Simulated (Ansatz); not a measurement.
GeO2 (rutile)

```
GeO2
1.0
    4.42809     0.00000     0.00000
    0.00000     4.42809     0.00000
    0.00000     0.00000     2.88419
Ge O
2 4
Direct
  0.00000   0.00000   0.00000
  0.50000   0.50000   0.50000
  0.30632   0.30632   0.00000
  0.80632   0.19368   0.50000
  0.19368   0.80632   0.50000
  0.69368   0.69368   0.00000
```

In this cell atom 2 (Ge, nearest neighbour O at 1.884 Å; its periodic images, 2.9 Å or more away, move with it) is moved by s towards the nearest neighbour, unit vector (0.455, 0.455, -0.765); all other atoms and the cell stay fixed.

The numbers are results of PBEsol (plane waves to 420 eV, PAW, scalar-relativistic; Ansatz, a quantum-chemistry and plane-wave program), not measurements. k mesh 6×6×9 (Γ-centred), Fermi-Dirac smearing 0.05 eV. Energies are smeared free energies. Left out: 2 of 11 points, with atoms too close for the PAW data. GeO2 was relaxed with its symmetry unable to fall. The zero of ΔE is the undisplaced structure.

The scan covers s from -0.456 to 0.456 Å in 9 points.

Q: Is this a single well or a double well?

A: A single well with its minimum at or next to zero displacement.

Q: Is the energy the same for equal positive and negative displacements?

A: Even: the same for both signs. With its periodic images moving along, the atom's site symmetry in this cell is mmm.

Q: What force acts on the atom along the line at s = -0.456 Å?

A: 24.7 eV/Å.

Q: What is the energy change at s = 0.456 Å?

A: 3914 meV/cell.

Q: What is the force constant k = d²E/ds² of this move at s = 0?

A: 23.6 eV/Å².

(For displaced atoms, the force is minus the slope of the energy, and its curvature is a force constant, which sets phonon frequencies.)
